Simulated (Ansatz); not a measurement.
# Nb in Ansatz: the effect of functional

Nb:

```xyz
1
Lattice="0.0000 2.0864 2.0864 2.0864 0.0000 2.0864 2.0864 2.0864 0.0000" Properties=species:S:1:pos:R:3 pbc="T T T"
Nb    0.0000    0.0000    0.0000
```

This isn't the form of Nb at room conditions, which is bcc.

The cell isn't the ideal one: volume scaled by 0.96.

Alike in all runs:

| Quantity | Value |
| --- | --- |
| Program | Ansatz 0.2.0 |
| Task | single point |
| Potentials or basis | Ansatz PAW |
| k mesh | 11 × 11 × 11 |
| Occupations | fermi-dirac, width 0.05 eV |
| Spin | no spin polarisation |

Task: One run gave: pressure -0.8 GPa. Which functional did it use?
A. PBEsol
B. r2SCAN
C. LDA

Result: A.

```tsv
functional	cutoff	pressure (GPa)
LDA	420 eV (not typed: the program's choice for these potentials)	-4.7
PBEsol	420 eV (not typed: the program's choice for these potentials)	-0.8
r2SCAN	500 eV (not typed: the program's choice for these potentials)	4.4
```

Caveats: the PAW data sets come from PBE, with cores solved anew for the run's functional, which leaves a small shift of forces and pressure.
